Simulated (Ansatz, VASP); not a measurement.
# One calculation of In, two programs

```xyz
1
Lattice="-1.9091 1.9091 1.9091 1.9091 -1.9091 1.9091 1.9091 1.9091 -1.9091" Properties=species:S:1:pos:R:3 pbc="T T T"
In    0.0000    0.0000    0.0000
```

Alike in both runs: functional PBE; k mesh 16 × 16 × 16; occupations gaussian, width 0.1 eV; no spin polarisation.

Ansatz relaxed the structure, and its values are those at the end. VASP's run is a single point on that final structure, the one shown.

|  | VASP | Ansatz |
| --- | --- | --- |
| version | VASP 6.6.1 | Ansatz 0.2.0 |
| potentials or method | VASP PAW PBE potentials, release 64 (In_d) | scalar-relativistic, plane waves, PAW |
| plane-wave cutoff (eV) | 520 | 420 |
| valence electrons in the cell | 13 | 13 |

```csv
,VASP,Ansatz,Ansatz less VASP
gap on the k mesh at the Fermi level (eV),none,none,-
pressure (GPa),0.0,0.0,+0.04
```

A gap of «none» marks a metal or a gap that the smearing closes.
